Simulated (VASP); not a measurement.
# IrO2: single point with PBE

IrO2:

```
Ir O
1.0
     4.52566    0.00000    0.00000
     0.00000    4.52566    0.00000
     0.00000    0.00000    3.18151
Ir O
2 4
Direct
  0.50000 0.50000 0.50000
  0.00000 0.00000 0.00000
  0.69149 0.69149 0.00000
  0.80851 0.19149 0.50000
  0.30851 0.30851 0.00000
  0.19149 0.80851 0.50000
```

The cell is a database's computed one.

```yaml
Program: VASP 6.6.1
Task: single point
Functional: PBE
Potentials_or_basis: VASP PAW PBE potentials, release 64 (Ir, O)
Cutoff: 520 eV
k_mesh: 4 × 4 × 6
Occupations: gaussian, width 0.1 eV
Spin: no spin polarisation
```

| Quantity | Value |
| --- | --- |
| Pressure | 2.5 GPa |
| Largest force | 0.008 eV/Å |
| Band gap on the k mesh | none (metal or under the smearing width) |

Forces in eV/Å, atoms in the order of the input:
```
Ir   0.000  0.000  0.000
Ir   0.000  0.000  0.000
O   -0.006 -0.006  0.000
O    0.006 -0.006  0.000
O    0.006  0.006  0.000
O   -0.006  0.006  0.000
```

Stress tensor (GPa, compression positive):
```
2.22 0.00 0.00
0.00 2.22 0.00
0.00 0.00 3.00
```

Levels at points of the mesh, in eV from the Fermi level:
```csv
k point,band 19,band 20,band 21,band 22,band 23,band 24
"(0.00, 0.00, 0.00)",-2.28,-2.20,-2.13,0.71,1.23,4.09
"(0.50, 0.00, 0.00)",-1.26,-1.26,-0.26,-0.26,3.53,3.53
"(0.50, 0.50, 0.00)",-2.32,-2.32,0.23,0.23,2.42,2.42
"(0.00, 0.00, 0.50)",-0.65,-0.65,0.27,0.27,2.23,2.23
"(0.50, 0.00, 0.50)",-1.73,-1.73,0.54,0.54,1.08,1.08
"(0.50, 0.50, 0.50)",-1.15,-1.15,-0.45,-0.45,2.18,2.18
```

Run time: 48 s on 1 thread of Intel(R) Xeon(R) Platinum 8488C (Sapphire Rapids) (shared host), peak memory 0.19 GiB.

Spin-orbit coupling is left out, which matters for the levels of Ir.
